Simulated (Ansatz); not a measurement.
## Hf: pressure as volume scale varies

All results are calculated (Ansatz 0.2.0). Plane-wave DFT, scalar-relativistic PAW made under PBE with cores redone for the functional, no dispersion; the given relaxed cell is scaled uniformly, energy at zero smearing counts from the unscaled cell, pressure at the given Fermi-Dirac smearing is positive in compression.

The cell before it is scaled or strained (space group Fd-3m, No. 227):
```
CELL_PARAMETERS angstrom
0.00000 3.27550 3.27550
3.27550 0.00000 3.27550
3.27550 3.27550 0.00000
ATOMIC_POSITIONS crystal
Hf 0.12500 0.12500 0.12500
Hf 0.87500 0.87500 0.87500
```

Settings of every row: spin polarised no; functional PBE; wave cutoff 420 eV; smearing width 0.1 eV; k mesh 9x9x9.

Atom starting moment: 0 on all atoms.

Limits: no spin-orbit coupling, which can matter with elements this heavy; the cell comes from a prototype or a list of computed structures and needn't be the stable phase.

```
row  volume scale  V (Å³/atom)  pressure (GPa)  energy change per atom (meV)
  1          0.88       30.925            4.15                         46.69
  2          0.92       32.331               ?                             ?
  3          0.96       33.737            1.23                          4.54
  4          1.04       36.548            -1.1                          5.32
  5          1.08       37.954           -2.12                         20.06
  6          1.12        39.36           -3.02                         43.53
```

Question: what pressure should row 2 give?

Worked fit of pressure. Take u = (V_r/V)^(2/3) − 1 with V_r = 36.548 Å³ an atom, which is twice the finite (Eulerian) strain; such expansions in the strain, on which the Birch-Murnaghan equation of state is built, carry the rest volume and the bulk modulus. The shown rows have u = 0.11781, 0.0548, 0, -0.02485, -0.04821. Least squares give pressure = −1.109 + 41.116 × u + 29.84 × u² GPa; a straight line predicts inner rows, each left out in turn, worse (root mean square 0.098 against 0.012 GPa). The rows lie off it by 0.00, 0.00, 0.01, -0.01, 0.00. The pressure vanishes at u = 0.0265, or V = 35.14 Å³ an atom, and there the bulk modulus at fixed shape and fractions is B = −V dP/dV = (2/3)(1 + u) dP/du = 29.2 GPa. The withheld row has u = 0.08517, so the fit gives −1.109 + 41.116 × (0.08517) + 29.84 × (0.08517)² = 2.61 GPa.

The calculation gave 2.58 GPa. The fit lies 0.03 GPa (1.2 % of the value, 0.42 % of the column's range) above it; its largest miss of a shown row is 0.01 GPa.

The other values of row 2: energy change per atom 19.55 meV.
